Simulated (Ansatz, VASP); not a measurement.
## Au in VASP and in Ansatz

```
CELL_PARAMETERS angstrom
2.89277 0.00000 0.00000
0.00000 2.89277 0.00000
0.00000 0.00000 27.22750
ATOMIC_POSITIONS crystal
Au 0.50000 0.50000 0.31218
Au 0.00000 0.00000 0.38731
Au 0.50000 0.50000 0.46244
Au 0.00000 0.00000 0.54043
Au 0.50000 0.50000 0.61827
Au 0.00000 0.00000 0.69525
```

Alike in both runs: functional PBE; k mesh 9 × 9 × 1; occupations gaussian, width 0.1 eV; no spin polarisation.

Ansatz relaxed the structure, and its values are those at the end. VASP's run is a single point on that final structure, the one shown.

```csv
,VASP,Ansatz
version,VASP 6.6.1,Ansatz 0.2.0
potentials or method,"VASP PAW PBE potentials, release 64 (Au)","scalar-relativistic, plane waves, PAW"
plane-wave cutoff (eV),520,420
valence electrons in the cell,66,114
```

VASP gave:

| Quantity | Value |
| --- | --- |
| gap on the k mesh at the Fermi level (eV) | none |
| rms of the force components (eV/Å) | 0.094 |
| work function, face that differs most (eV) | 5.12 |

Question: What did Ansatz give for the same quantities?

Answer: gap on the k mesh at the Fermi level (eV): none; rms of the force components (eV/Å): 0.096; work function, face that differs most (eV): 5.12.

A gap of «none» marks a metal or a gap that the smearing closes. The two sets of potentials don't hold the same shells in valence.

The runs have no spin-orbit coupling, so splittings on Au are missing.
